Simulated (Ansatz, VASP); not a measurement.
# Two plane-wave programs on Al

Contents of INCAR:

```
PREC     = Accurate       # precision mode
ENCUT    = 520            # plane-wave cutoff, eV
EDIFF    = 1E-7           # SCF threshold, eV
ISMEAR   = 0              # smearing method
SIGMA    = 0.15           # smearing width, eV
LREAL    = False          # projectors in reciprocal space
LASPH    = True           # aspherical terms in the spheres
NELM     = 100            # most SCF steps
ALGO     = Normal         # electronic algorithm
ISIF     = 2              # what is computed and relaxed
LWAVE    = False          # write WAVECAR
LCHARG   = False          # write CHGCAR
GGA      = PE             # functional
NBANDS   = 8              # bands
```

The input KPOINTS:

```
Automatic mesh
0
Gamma
  22 22 22
```

The input POSCAR:

```
Al
1.0
   -1.5010433123      1.5010433123      1.8782554967
    1.5010433123     -1.5010433123      1.8782554967
    1.5010433123      1.5010433123     -1.8782554967
Al
1
Direct
    0.0000000000      0.0000000000      0.0000000000
```

Input for Ansatz:

```yaml
crystal:
  lattice:
    - [-1.5010433123, 1.5010433123, 1.8782554967]
    - [1.5010433123, -1.5010433123, 1.8782554967]
    - [1.5010433123, 1.5010433123, -1.8782554967]
  atoms:
    - { symbol: Al, position: [0.0, 0.0, 0.0] }
basis:
  ecutwfc: 420
kpoints:
  mp_grid: { grid: [22, 22, 22] }
hamiltonian:
  xc: pbe
scf:
  occupations: { method: gaussian, width: 0.15 }
output:
  forces: true
  stress: true
  eigenvalues: true
```

Alike in both runs: task single point; functional PBE; k mesh 22 × 22 × 22; occupations gaussian, width 0.15 eV; no spin polarisation.

```csv
,VASP,Ansatz
version,VASP 6.6.1,Ansatz 0.2.0
potentials or method,"VASP PAW PBE potentials, release 64 (Al)","scalar-relativistic, plane waves, PAW"
plane-wave cutoff (eV),520,420
valence electrons in the cell,3,3
```

|  | VASP | Ansatz | Ansatz less VASP |
| --- | --- | --- | --- |
| gap on the k mesh at the Fermi level (eV) | none | none | - |
| pressure (GPa) | -1.2 | -1.1 | +0.03 |
| largest component of the traceless stress (GPa) | 3.52 | 3.52 | -0.003 |

A gap of «none» marks a metal or a gap that the smearing closes.
